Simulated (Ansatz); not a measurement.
# FeO: the cost of one run

Method: DFT PBE, scalar-relativistic, plane waves, PAW, in Ansatz 0.2.0.

The COD entry's cell or inner coordinates are ideal or old and differ from later refinements, so a difference from it is no clean test against experiment.

3 further runs of the same task are left out: 2 that didn't finish, 1 set aside as unsound or not needed.

### 1 The system as given

The structure is cubic, space group Fm-3m (No. 225). The conventional cell has a = 4.309 Å, b = 4.309 Å, c = 4.309 Å, α = 90.00°, β = 90.00°, γ = 90.00°. Fe (site symmetry m-3m) has 6 O at 2.15 Å as nearest neighbours. Around O (site symmetry m-3m) lie 6 Fe at 2.15 Å.

Coordinates:

```cif
data_structure
_symmetry_space_group_name_H-M 'P 1'
_symmetry_Int_Tables_number 1
_cell_length_a 3.0468
_cell_length_b 3.0468
_cell_length_c 3.0468
_cell_angle_alpha 60.000
_cell_angle_beta 60.000
_cell_angle_gamma 60.000
_cell_volume 20.00
loop_
_atom_site_label
_atom_site_type_symbol
_atom_site_fract_x
_atom_site_fract_y
_atom_site_fract_z
_atom_site_occupancy
Fe1 Fe 0.00000 0.00000 0.00000 1
O1 O 0.50000 0.50000 0.50000 1
```

It is the result of an earlier relaxation at this level (volume 10.00 Å³/atom; gap on the mesh: none (metal), site moments up to 3.4 μB).

### 2 Electronic structure at the relaxed geometry

input.yaml reads:

```yaml
crystal:
  lattice:
    - [0.0, 2.1544124392, 2.1544124392]
    - [2.1544124392, 0.0, 2.1544124392]
    - [2.1544124392, 2.1544124392, 0.0]
  atoms:
    - { symbol: Fe, position: [0.0, 0.0, 0.0], spin: 3.79 }
    - { symbol: O, position: [0.5, 0.5, 0.5], spin: 0.35 }
basis:
  ecutwfc: 420
kpoints:
  mp_grid: { grid: [16, 16, 16] }
  band_path:
    path:
      - [[0.0, 0.0, 0.0], [0.5, 0.0, 0.5], [0.625, 0.25, 0.625]]
      - [[0.375, 0.375, 0.75], [0.0, 0.0, 0.0], [0.5, 0.5, 0.5], [0.5, 0.25, 0.75], [0.5, 0.0, 0.5]]
    npoints: 14
hamiltonian:
  xc: pbe
scf:
  occupations: { method: gaussian, width: 0.1 }
  n_extra_bands: 6
output:
  forces: true
  stress: true
  eigenvalues: true
  populations: true
  dos: { projected: true, de: 0.02, nscf_kmesh: { grid: [24, 24, 24] } }
  bader: true
  write_density: true
  write_potential: true
  elf: true
  volumetric_format: npy
magnetization:
  spin_polarized: true
checkpoint:
  read: start.run
  write: ck
  compress: false
  write_wavefunctions: false
  write_every: 100000
```

Started as:

```sh
> ansatz run input.yaml --threads 1 --pin off --max-ram 2560MiB --backend cpu --events-out ev --progress --plain --runs-dir out
```

What time and memory should one allow on 1 thread of Arm Neoverse V2, shared host?

About 21 s, with a peak of 0.36 GiB.
